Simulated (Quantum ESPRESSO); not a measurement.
Runs of Quantum ESPRESSO 7.5 on TePb. It takes space group Fm-3m (No. 225, cubic). The conventional cell has a = 6.462 Å, b = 6.462 Å, c = 6.462 Å, α = 90.00°, β = 90.00°, γ = 90.00°. Pb (site symmetry m-3m) is surrounded by 6 Te at 3.23 Å. Te (site symmetry m-3m) is surrounded by 6 Pb at 3.23 Å. 

| level | potentials or basis | k mesh | cutoff (eV) | k mesh of the self-consistent run | form of the LDA | mesh quality | gap on the mesh (eV) |
| --- | --- | --- | --- | --- | --- | --- | --- |
| PBEsol | PseudoDojo 0.4 SR PBEsol stringent | 4 × 4 × 4 | 1225 | 8 × 8 × 8 | - | coarse | 0.67 |
| PBE | PseudoDojo 0.4 SR PBE stringent | 4 × 4 × 4 | 1225 | 8 × 8 × 8 | - | coarse | 0.74 |
| PBEsol | PseudoDojo 0.4.1 SR PBEsol standard | 4 × 4 × 4 | 1088 | 8 × 8 × 8 | - | coarse | 0.67 |
| LDA | PseudoDojo 0.4.1 SR LDA stringent | 4 × 4 × 4 | 1170 | 8 × 8 × 8 | PW92 | coarse | 0.65 |
| PBE | SG15 PBE 1.2 | 4 × 4 × 4 | 571 | 8 × 8 × 8 | - | coarse | 0.74 |
| LDA | PseudoDojo 0.4.1 SR LDA standard | 2 × 2 × 2 | 381 | 8 × 8 × 8 | PW92 | coarse | (a) |
| LDA | PseudoDojo 0.4.1 SR LDA standard | 6 × 6 × 6 | 1088 | 8 × 8 × 8 | PW92 | not flagged | 0.66 |
| LDA | PseudoDojo 0.4.1 SR LDA standard | 2 × 2 × 2 | 1306 | 8 × 8 × 8 | PW92 | coarse | 0.66 |
| PBE | PseudoDojo 0.4.1 SR PBE standard | 4 × 4 × 4 | 1088 | 8 × 8 × 8 | - | coarse | 0.74 |

Alike in all rows: task single point; no spin polarisation; cell as given; smearing fixed.

Problem. Estimate the missing entries.

Solution. (a) 0.69.

Caveats: some runs use coarse meshes; spin-orbit coupling is left out, which as a rule narrows the gap of such compounds by several tenths of an eV.

A k mesh can miss the band edges, and the runs leave out spin-orbit coupling on Pb, Te.

Not every run made on this cell is shown here.
